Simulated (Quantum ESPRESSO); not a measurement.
Br:

```
CELL_PARAMETERS angstrom
3.36325 -2.32255 0.00000
3.36325 2.32255 0.00000
0.00000 0.00000 8.70230
ATOMIC_POSITIONS crystal
Br 0.36510 0.63490 0.39010
Br 0.13490 0.86510 0.89010
Br 0.63490 0.36510 0.60990
Br 0.86510 0.13490 0.10990
```

- Program: Quantum ESPRESSO 7.5
- Task: single point
- Functional: PBE
- Potentials or basis: SSSP 1.3 efficiency PBE
- Cutoff: 748 eV
- Density cutoff: 5987 eV
- k mesh: 7 × 7 × 3
- Occupations: fermi-dirac, width 0.05 eV
- Spin: no spin polarisation

On this cell: pressure 2.0 GPa; largest force 0.969 eV/Å; band gap on the k mesh 1.89 eV, indirect (least direct gap 1.91 eV).

The same run follows on a disturbed copy (atoms moved at random, drawn with an rms of 0.05 Å):

```xyz
4
Lattice="3.3632 -2.3226 0.0000 3.3632 2.3226 0.0000 0.0000 0.0000 8.7023" Properties=species:S:1:pos:R:3 pbc="T T T"
Br    3.3857    0.6560    3.3552
Br    3.3759    1.6889    7.7164
Br    3.2985   -0.6329    5.3389
Br    3.3365   -1.7013    0.8863
```

Q: What changes?

A: The energy moves by +2.7 meV/atom; pressure 1.5 GPa; largest force 1.533 eV/Å; band gap on the k mesh 1.70 eV, indirect (least direct gap 1.76 eV).

Forces in eV/Å, atoms in the order of the input:
```
Br  -0.055 -0.045 -0.021
Br  -0.021 -0.745 -1.301
Br   0.064  0.049 -0.020
Br   0.011  0.742  1.342
```

Stress tensor (GPa, compression positive):
```
 1.24 -0.04 -0.02
-0.04  0.97  2.00
-0.02  2.00  2.33
```

Caveats: an odd mesh through Γ misses points on the zone boundary, where band edges often lie.
